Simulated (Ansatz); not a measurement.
**BaS: a single-point run**

Wanted: a converged single-point run for BaS, and a check of what comes out. The structure is shown as the input types it. The cell is built on a prototype (CsCl type) and needn't be the phase found in nature.

Method: density functional or hybrid calculation with the settings of its input, plane waves (as first typed), in Ansatz 0.2.0.

6 further runs of the same task are left out: 1 for a known fault of the program, 5 that didn't finish.

### Step 1. The starting structure

Symmetry: Pm-3m, No. 221, cubic system. The conventional cell has a = 3.834 Å, b = 3.834 Å, c = 3.834 Å, α = 90.00°, β = 90.00°, γ = 90.00°. Around Ba (site symmetry m-3m) lie 8 S at 3.32 Å. Around S (site symmetry m-3m) lie 8 Ba at 3.32 Å.

Structure file:

```cif
data_structure
_symmetry_space_group_name_H-M 'P 1'
_symmetry_Int_Tables_number 1
_cell_length_a 3.8338
_cell_length_b 3.8338
_cell_length_c 3.8338
_cell_angle_alpha 90.000
_cell_angle_beta 90.000
_cell_angle_gamma 90.000
_cell_volume 56.35
loop_
_atom_site_label
_atom_site_type_symbol
_atom_site_fract_x
_atom_site_fract_y
_atom_site_fract_z
_atom_site_occupancy
Ba1 Ba 0.00000 0.00000 0.00000 1
S1 S 0.50000 0.50000 0.50000 1
```

### Step 2. Input and run

input.yaml

```yaml
crystal:
  lattice:
    - [3.8337582655, 0.0, 0.0]
    - [0.0, 3.8337582655, 0.0]
    - [0.0, 0.0, 3.8337582655]
  atoms:
    - { symbol: Ba, position: [0.0, 0.0, 0.0] }
    - { symbol: S, position: [0.5, 0.5, 0.5] }
kpoints:
  mp_grid: { grid: [4, 4, 4] }
hamiltonian:
  xc: r2scan
scf:
  occupations: { method: fixed }
  n_extra_bands: 4
  max_iter: 72
output:
  forces: true
  stress: true
  eigenvalues: true
basis:
  ecutrho_ratio: 1
```

Run with:

```
> ansatz run input.yaml --threads 4 --pin off --max-ram 3686MiB --backend cpu --events-out ev --progress --plain --runs-dir out
```

What happens when this is run?

The program finished normally, with warnings (cutoff below recommended). Its log warns: «basis.ecutrho_ratio = 1 (ecutrho = 500 eV) is below the records' recommended 2000 eV»

Look at the input: basis.ecutrho_ratio is 1. The density grid can't hold the products of the orbitals.

The test: delete basis.ecutrho_ratio (the default then holds).
